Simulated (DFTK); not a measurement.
Runs of DFTK 0.8.2 on Ge. It takes space group Fd-3m (No. 227, cubic). The conventional cell has a = 5.658 Å, b = 5.658 Å, c = 5.658 Å, α = 90.00°, β = 90.00°, γ = 90.00°. Ge (site symmetry -43m) is surrounded by 4 Ge at 2.45 Å. 

```csv
task,level,potentials or basis,cell,k mesh,cutoff (eV),valence electrons,SCF solver,mesh quality,gap on the mesh (eV),pressure (GPa),V0 of scaled cells (Å³/atom),B0 (GPa)
single point,PBE,dojo.nc.sr.pbe.v0_4_1.standard.upf (PBE),as given,8 × 8 × 8,1061,Ge 14,-,not flagged,none,3.7,-,-
band structure,BJ06,"cp2k.nc.sr.pbe.v0_1.semicore.gth (PBE, GTH)",as given,8 × 8 × 8,1061,Ge 4,-,not flagged,0.66,-,-,-
equation of state,LDA,dojo.nc.sr.lda.v0_4_1.stringent.upf (LDA),as given,5 × 5 × 5,1687,Ge 22,-,coarse,-,-,22.29,64
band structure,r2SCAN,"in-house norm-conserving set (r2SCAN, scalar relativistic)",as given,5 × 5 × 5,1225,Ge 14,-,not flagged,(b),0.6,-,-
single point,PBEsol,dojo.nc.sr.pbesol.v0_4_1.standard.upf (PBEsol),as given,8 × 8 × 8,1061,Ge 14,-,not flagged,none,0.6,-,-
band structure,TASK,"in-house norm-conserving set (r2SCAN, scalar relativistic)",as given,5 × 5 × 5,1225,Ge 14,ScfAndersonSolver,not flagged,(d),(a),-,-
band structure,BJ06,"cp2k.nc.sr.pbe.v0_1.semicore.gth (PBE, GTH)",as given,8 × 8 × 8,789,Ge 4,-,not flagged,0.66,-,-,-
band structure,LDA,"cp2k.nc.sr.lda.v0_1.largecore.gth (LDA, GTH)",as given,8 × 8 × 8,735,Ge 4,-,not flagged,none,-2.8,-,-
band structure,PBEsol,SG15 1.2 (PBE),as given,7 × 7 × 7,1225,Ge 14,-,not flagged,0.10,0.0,-,-
equation of state,PBEsol,SPMS 1.0 (PBE),as given,5 × 5 × 5,1225,Ge 14,-,coarse,-,-,22.69,(c)
single point,PBEsol,dojo.nc.sr.pbesol.v0_4_1.standard.upf (PBEsol),"atoms moved at random, drawn with an rms of 0.05 Å",8 × 8 × 8,1061,Ge 14,-,not flagged,none,0.8,-,-
```

Alike in all rows: no spin polarisation; smearing fermi-dirac 0.05 eV.

Task: Fill in the values left out.

Result: (a) 5.5; (b) 0.46; (c) 62; (d) 0.71.

Caveats: some runs use coarse meshes; the potentials were made for another functional, which shifts forces and pressure (some runs); this crystal is a semiconductor, whose small gap the functional closes, so the metal is an error of the method (some runs); GTH potentials come without recommended cutoffs, and this one wasn't checked for convergence (some runs); the program leaves the constant c of mgga_x_tb09 at 1, so the potential is Becke-Johnson's (BJ06) and not Tran and Blaha's, with levels but no total energy (some runs); the program warned that the kinetic-energy density falls under its von Weizsäcker bound, which can give unphysical results (some runs).

A k mesh can miss the band edges, and the runs leave out spin-orbit coupling on Ge.

A gap of «none» marks a metal or a gap under the smearing width.
